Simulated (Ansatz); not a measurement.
# NbAs (rocksalt): other levels of theory at one geometry

An exercise on one series of results from a longer session: the logs are not shown, and one member is left open.

Method: DFT at several levels, plane waves, PAW, in Ansatz 0.2.0.

1 further run of the same task is left out (for a known fault of the program). Runs told in other sessions of the task aren't counted.

### The structure to begin with

It takes space group Fm-3m (No. 225, cubic). The conventional cell has a = 5.276 Å, b = 5.276 Å, c = 5.276 Å, α = 90.00°, β = 90.00°, γ = 90.00°. Nb (site symmetry m-3m) is surrounded by 6 As at 2.64 Å. As (site symmetry m-3m) is surrounded by 6 Nb at 2.64 Å.

Structure file:

```xyz
2
Lattice="0.0000 2.6378 2.6378 2.6378 0.0000 2.6378 2.6378 2.6378 0.0000" Properties=species:S:1:pos:R:3 pbc="T T T"
Nb    2.6378    2.6378    2.6378
As    0.0000    0.0000    0.0000
```

An earlier run at PBE left this cell at 18.353 Å³/atom and -0.14 GPa (12×12×12 mesh), no gap.

Levels to run: PBE+SOC; r²SCAN; PBEsol; LDA. Hardware: 2 threads of Arm Neoverse V2, shared host.

Set-up of the first run:

Contents of input.yaml:

```yaml
crystal:
  lattice:
    - [0.0, 2.6377696511, 2.6377696511]
    - [2.6377696511, 0.0, 2.6377696511]
    - [2.6377696511, 2.6377696511, 0.0]
  atoms:
    - { symbol: Nb, position: [0.5, 0.5, 0.5] }
    - { symbol: As, position: [0.0, 0.0, 0.0] }
basis:
  ecutwfc: 420
  ecutrho_ratio: 4
kpoints:
  mp_grid: { grid: [12, 12, 12] }
hamiltonian:
  xc: pbe
scf:
  occupations: { method: gaussian, width: 0.05 }
output:
  forces: true
  stress: true
  eigenvalues: true
  populations: true
  dos: { projected: true, de: 0.02 }
  write_density: true
  write_potential: true
  elf: true
  volumetric_format: npy
magnetization:
  noncollinear: true
  spin_orbit: true
```

Run with:

```
$ ansatz run input.yaml --threads 2 --pin off --max-ram 2662MiB --backend cpu --events-out ev --progress --plain --runs-dir out
```

Among the steps run: PBE+SOC; r²SCAN; PBEsol; LDA.

One of the session's tables, all rows but one given; the rest of the session is left out.

| level | pressure (GPa) |
| --- | --- |
| PBE | -0.1 |
| LDA | -8.2 |
| PBEsol | -5.3 |
| PBE+SOC | -0.1 |
| r²SCAN | ? |

Estimate the missing values for r²SCAN.

The run gave: pressure (GPa): -1.4. In the column «pressure (GPa)» it lies between PBEsol (-5.3) and PBE (-0.1).

The pressure runs from -8.2 GPa (LDA) to -0.1 GPa (PBE+SOC); a negative pressure means that level wants a smaller cell, a positive one a larger cell. Total energies of different levels have different zeros and can't be compared.
